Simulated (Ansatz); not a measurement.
The reference is NaCl in the rock salt structure (space group Fm-3m, No. 225).

```
NaCl
1.0
    0.00000     2.80073     2.80073
    2.80073     0.00000     2.80073
    2.80073     2.80073     0.00000
Na Cl
1 1
Direct
  0.00000   0.00000   0.00000
  0.50000   0.50000   0.50000
```

Cartesian axes are those of the cell as printed.

The values are results of DFT with PBEsol, PAW potentials and a 420 eV plane-wave cutoff in Ansatz (a program for electronic structure), no spin-orbit coupling, not measurements.

Now apply this change: uniaxial strain ε_zz = −1.50 %, all other strain components held at zero, atoms relaxed at fixed cell.

Q: Predict the stress tensor and what it implies for the stiffness.

A: Stress of the strained cell less that of the base (GPa, compression positive):
```
   0.18    0.00    0.00
   0.00    0.18    0.00
   0.00    0.00    0.91
```

Then −Δσ_ii/ε with ε = -0.0150 gives secant stiffness values (nonlinear terms included at this strain): C33 ≈ 61 GPa.

Whether these cells are dynamically stable was not tested.
